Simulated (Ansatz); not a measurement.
# InSe: the cost of one run

Method: DFT LDA, scalar-relativistic, plane waves, PAW, in Ansatz 0.2.0.

The COD entry's cell or inner coordinates are ideal or old and differ from later refinements, so a difference from it is no clean test against experiment.

1 further run of the same task is left out (set aside as unsound or not needed).

**1. The starting structure**

The structure is trigonal, space group R3m (No. 160). The conventional cell has a = 3.973 Å, b = 3.973 Å, c = 24.403 Å, α = 90.00°, β = 90.00°, γ = 120.00°. In (site symmetry 3m) has 3 Se at 2.62 Å and 1 In at 2.74 Å as nearest neighbours. Se (site symmetry 3m) has 3 In at 2.62 Å as nearest neighbours.

As a file:

```cif
data_structure
_symmetry_space_group_name_H-M 'P 1'
_symmetry_Int_Tables_number 1
_cell_length_a 8.4514
_cell_length_b 8.4514
_cell_length_c 8.4514
_cell_angle_alpha 27.188
_cell_angle_beta 27.188
_cell_angle_gamma 27.188
_cell_volume 111.19
loop_
_atom_site_label
_atom_site_type_symbol
_atom_site_fract_x
_atom_site_fract_y
_atom_site_fract_z
_atom_site_occupancy
In1 In 0.99949 0.99949 0.99949 1
In2 In 0.11187 0.11187 0.11187 1
Se1 Se 0.61419 0.61419 0.61419 1
Se2 Se 0.83044 0.83044 0.83044 1
```

This cell was relaxed beforehand with the same method: volume 27.80 Å³/atom, gap on the mesh 0.20 eV.

**2. Tight relaxation for the response runs**

The response runs start from a cell at rest, found with their own mesh and filling of the bands.

input.yaml

```yaml
crystal:
  lattice:
    - [1.9864478847, 1.1468762209, 8.1341961244]
    - [-1.9864478847, 1.1468762209, 8.1341961244]
    - [0.0, -2.2937524419, 8.1341961244]
  atoms:
    - { symbol: In, position: [-0.0005056714, -0.0005056714, -0.0005056714] }
    - { symbol: In, position: [0.1118735251, 0.1118735251, 0.1118735251] }
    - { symbol: Se, position: [0.6141910054, 0.6141910054, 0.6141910054] }
    - { symbol: Se, position: [0.8304411409, 0.8304411409, 0.8304411409] }
basis:
  ecutwfc: 420
kpoints:
  mp_grid: { grid: [12, 12, 12] }
hamiltonian:
  xc: lda
scf:
  occupations: { method: gaussian, width: 0.01 }
output:
  forces: true
  stress: true
  eigenvalues: true
relax:
  adjacent_minimum: "off"
  f_tol: 0.001
  max_steps: 60
  cell: { stress_tol: 0.01 }
```

Command:

```
> ansatz run input.yaml --threads 1 --pin off --max-ram 3072MiB --backend cpu --events-out ev --progress --plain --runs-dir out
```

**Question.** How long does this run take on 1 thread of Intel Xeon 6975P-C (Granite Rapids), shared host, and how much memory does it need?

About 2.5 min, with a peak of 0.8 GiB.
